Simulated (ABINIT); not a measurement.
**MgO: band structure with revPBE**

**Measured values to compare with.**

From “Electronic structure of alkaline earth and post-transition metal oxides”, 2009, arxiv:0908.1581, for a bulk crystal of MgO: band gap 7.83 eV.

The system is MgO.

```xyz
2
Lattice="0.0000 2.0970 2.0970 2.0970 0.0000 2.0970 2.0970 2.0970 0.0000" Properties=species:S:1:pos:R:3 pbc="T T T"
Mg    0.0000    0.0000    0.0000
O     2.0970    2.0970    2.0970
```

The cell is a database's computed one.

* Program: ABINIT 10.8.3 (patched build)
* Task: band structure
* Functional: revPBE
* Potentials or basis: JTH PAW PBE v2.0
* Cutoff: 626 eV
* k mesh: 11 × 11 × 11
* Occupations: fermi-dirac, width 0.05 eV
* Spin: no spin polarisation
* Fine-grid cutoff: 1224.51 eV
* Exchange and correlation inside the PAW spheres: full angular mesh (pawxcdev 0, this build's default; the released program takes 1)

| Property | Result |
| --- | --- |
| Pressure | 10.5 GPa |
| Band gap on the k mesh | 4.95 eV, direct |
| Band gap along the path | 4.95 eV, direct |
| Valence electrons inside the program's atomic spheres | Mg 8.30; O 4.61 |

Levels at the corners of the path, in eV from the valence-band top:
```
point  band 5  band 6  band 7  band 8  band 9  band 10  band 11  band 12
    Γ  -17.37    0.00    0.00    0.00    4.95    15.94    15.94    15.94
    X  -15.83   -4.07   -1.35   -1.35    9.20    10.29    13.35    19.39
    W  -15.76   -2.95   -2.95   -1.78   11.82    11.82    12.52    15.85
    K  -15.80   -3.49   -2.71   -1.15   10.24    12.10    12.75    18.51
    Γ  -17.37    0.00    0.00    0.00    4.95    15.94    15.94    15.94
    L  -16.04   -4.63   -0.67   -0.67    8.07    12.88    16.60    16.60
    U  -15.80   -3.49   -2.71   -1.15   10.24    12.10    12.75    18.51
    W  -15.76   -2.95   -2.95   -1.78   11.82    11.82    12.52    15.85
    L  -16.04   -4.63   -0.67   -0.67    8.07    12.88    16.60    16.60
    K  -15.80   -3.49   -2.71   -1.15   10.24    12.10    12.75    18.51
```

Run time: 34 s on 1 thread of Arm Neoverse V2, on a shared host, peak memory 0.12 GiB.

Measured gap of MgO: 7.83 eV (quoted in “Electronic structure of alkaline earth and post-transition metal oxides”, 2009, arxiv:0908.1581). This calculation gives 4.95 eV (-2.88 eV). The value is that of revPBE, without temperature or zero-point motion. Semilocal functionals fall short of measured gaps as a rule. The cell is a database's relaxed one, not the measured one, which moves gaps too.

Caveat: the PAW data sets were made with another functional, which shifts forces and pressure a little.
